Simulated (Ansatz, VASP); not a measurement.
Zr4B: VASP beside Ansatz

```xyz
5
Lattice="-2.9531 2.9531 2.9531 2.9531 -2.9531 2.9531 2.9531 2.9531 -2.9531" Properties=species:S:1:pos:R:3 pbc="T T T"
Zr    1.4765    1.4765    1.4765
Zr    1.4765    1.4765   -1.4765
Zr    1.4765   -1.4765    1.4765
Zr   -1.4765    1.4765    1.4765
B     0.0000    0.0000    0.0000
```

Alike in both runs: functional PBE; k mesh 4 × 4 × 4; occupations gaussian, width 0.1 eV; no spin polarisation.

Ansatz relaxed the structure, and its values are those at the end. VASP's run is a single point on that final structure, the one shown.

|  | VASP | Ansatz |
| --- | --- | --- |
| version | VASP 6.6.1 | Ansatz 0.2.0 |
| potentials or method | VASP PAW PBE potentials, release 64 (Zr_sv, B) | scalar-relativistic, plane waves, PAW |
| plane-wave cutoff (eV) | 520 | 420 |
| valence electrons in the cell | 51 | 51 |

```tsv
	VASP	Ansatz	Ansatz less VASP
gap on the k mesh at the Fermi level (eV)	none	none	-
pressure (GPa)	-0.2	-0.2	-0.05
```

A gap of «none» marks a metal or a gap that the smearing closes. With one functional, cell and mesh, what is left measures potentials, basis and numerics.

Caveats: the k mesh is coarse (spacing up to 0.38 Å⁻¹), so the values aren't converged.
